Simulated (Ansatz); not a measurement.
A generator proposed this cell of SiO₂.

```xyz
3
Lattice="1.3062 0.7541 4.3820 -1.3062 0.7541 4.3820 0.0000 -1.5083 4.3820" Properties=species:S:1:pos:R:3 pbc="T T T"
Si    0.0000    0.0000    6.5730
O     0.0000    0.0000   11.8409
O     0.0000    0.0000    1.3050
```

These are results of Ansatz, DFT PBE+D3(BJ), scalar-relativistic, plane waves, PAW, not measurements. Cutoff 420 eV; k points 6×6×6 on the computed 3-atom cell (Γ-centred); Gaussian smearing, width 0.10 eV; no spin polarisation.

Energies over the elements count from the elements' standard structures at the same level (O₂ as a molecule), with no fitted energy shifts.

Q: How far from equilibrium is it?

A: The pressure is 26.0 GPa (the mean over three directions, positive in compression), the largest force is 1.24 eV/Å, and the energy is −2.45 eV/atom against the elements. The shortest distance is 1.75 Å.

Q: Is it a good guess?

A: A fair one: relaxing gains about 0.08 eV/atom in 16 ionic steps and ends at −2.527 eV/atom on the finer mesh. The symmetry stays R-3m (No. 166). The volume per atom grows by 18.2 %, from 8.6 to 10.2 Å³. The shortest distance goes from 1.75 Å (Si–O) to 1.80 Å (Si–O). Conventional cell: a = 2.686 Å, c = 14.702 Å. Around Si lie 6 O at 1.80 Å; around O lie 3 Si at 1.80 Å.

The last run used a 12×12×12 mesh for its 3-atom cell and Gaussian smearing of 0.02 eV. The relaxation can't lower the symmetry of the start, and the grade says only how near the guess is to its own end. A structure relaxed within its symmetry needn't be a true minimum.
